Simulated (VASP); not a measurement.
# N: single point with optB86b-vdW

Molecule: N, in a box.

```xyz
1
Lattice="10.5000 0.0000 0.0000 0.0000 11.0000 0.0000 0.0000 0.0000 11.5000" Properties=species:S:1:pos:R:3 pbc="T T T"
N     5.2500    5.5500    5.7500
```

```yaml
Program: VASP 6.6.1
Task: single point
Functional: optB86b-vdW
Potentials_or_basis: VASP PAW PBE potentials, release 64 (N)
Cutoff: 400 eV
k_mesh: 1 × 1 × 1
Occupations: gaussian, width 0.01 eV
Spin: collinear spin, ferromagnetic start
Starting_moments: "[3.1] μB"
Fixed_moment: 3 μB
Further_INCAR_settings: ALGO = Fast; EDIFF = 1e-06; ISYM = 0
```

The net moment is 3.00 μB per cell, the site moments are N +1.91 μB and the valence electrons inside the program's atomic spheres are N 3.24.

Wall time 10 min on 1 thread of Intel(R) Xeon(R) Platinum 8488C (Sapphire Rapids), on a shared host, peak memory 2.9 GiB.

Caveat: the total moment is fixed, so each spin has its own Fermi level.
